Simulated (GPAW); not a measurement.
Write an ASE script for GPAW 26.7.0 that does the following.

```yaml
Task: band structure
Functional: LDA
Potentials_or_basis: the program's PAW data sets (release 1.2.1) made for this functional
Cutoff: 600 eV
Basis: pw
k_mesh: 11 × 11 × 10
Occupations: fermi-dirac, width 0.05 eV
Spin: no spin polarisation
Maxiter: 150
Band_path: XGY,LGZ,NGM,RG
Band_points: 80
```

The structure of Hf lies in POSCAR:

```
Hf
1.0
    0.1192699600      2.3430520200      1.9928205800
    2.3210866400      0.1247983600      1.9872921700
    2.4497549800      2.4661919600     -0.0038699800
Hf
1
Direct
    0.0000000000      0.0000000000      0.0000000000
```

This isn't the form of Hf at room conditions, which is hcp.

The cell isn't the ideal one: cell sheared at random, sigma 0.06, atoms nudged by 0.01 Å.

The input as run:

run.py

```python
from ase.dft.bandgap import bandgap
from ase.io import read, write
from ase.units import GPa
from gpaw import GPAW, PW

atoms = read('POSCAR')

calc = GPAW(mode=PW(600),
            xc='LDA',
            kpts={'size': (11, 11, 10), 'gamma': True},
            occupations={'name': 'fermi-dirac', 'width': 0.05},
            nbands=14,
            convergence={'density': 1e-05, 'energy': 1e-05},
            maxiter=150,
            txt='gpaw.txt')
atoms.calc = calc
energy = atoms.get_potential_energy()
forces = atoms.get_forces()
stress = atoms.get_stress()
calc.write('gs.gpw')
write('result.traj', atoms)
print(f'Energy: {energy:.6f} eV')
print('Forces (eV/A):')
print(forces.round(4))
print('Stress (GPa):', (stress / GPa).round(3))
print('Fermi level:', round(calc.get_fermi_level(), 4), 'eV')
print(f'Gap: {bandgap(calc)[0]:.4f} eV, direct: {bandgap(calc, direct=True)[0]:.4f} eV')

path = atoms.cell.bandpath('XGY,LGZ,NGM,RG', npoints=80, eps=1e-4)
bs_calc = calc.fixed_density(kpts=path, symmetry='off', nbands=22,
                             convergence={'bands': 'CBM+6.0', 'eigenstates': 1e-6}, txt='bands.txt')
bs = bs_calc.band_structure()
bs.write('bs.json')
print(f'Gap on the path: {bandgap(bs_calc)[0]:.4f} eV')
```

Potentials or basis: the program's PAW data sets (release 1.2.1) made for this functional, pw.

The run is started by

```bash
$ OMP_NUM_THREADS=1 python run.py
```

It gave:

- Pressure: -4.8 GPa
- Band gap along the path: none (metal or under the smearing width)

Caveat: spin-orbit coupling is left out, which moves the levels of the heavy elements.

Run time: 110 s on 1 thread of Arm Neoverse V1 (shared host), peak memory 0.35 GiB.
